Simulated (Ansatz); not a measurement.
All cells: G0W0@PBE, full frequency by contour deformation, hard PAW set made for 700 eV, band sums completed (Ansatz); response cutoff 200 eV, empty bands to 110 eV before completion, primitive cells on a 4×4×4 mesh, no spin-orbit coupling. Band edges are those of the mesh. The build that completes the sums treats q → 0 its own way. The mesh is coarse, the sums aren't at the basis limit and many cells are compressed or hypothetical, so the values aren't those of the ambient crystals.

Which cell has the G0W0 correction to the gap between the Kohn-Sham band edges equal to 1.85 eV?
A. NaCl (Fm-3m), 2 atoms, 15.3 Å³ an atom
B. GaN (F-43m), 2 atoms, 11.1 Å³ an atom
C. LiH (Fm-3m), 2 atoms, 8.5 Å³ an atom

C. The others: NaCl 3.01 eV, GaN 1.32 eV.

This ran on a trial build of the method. Model cells at fixed atoms, which needn't be the relaxed known crystals.
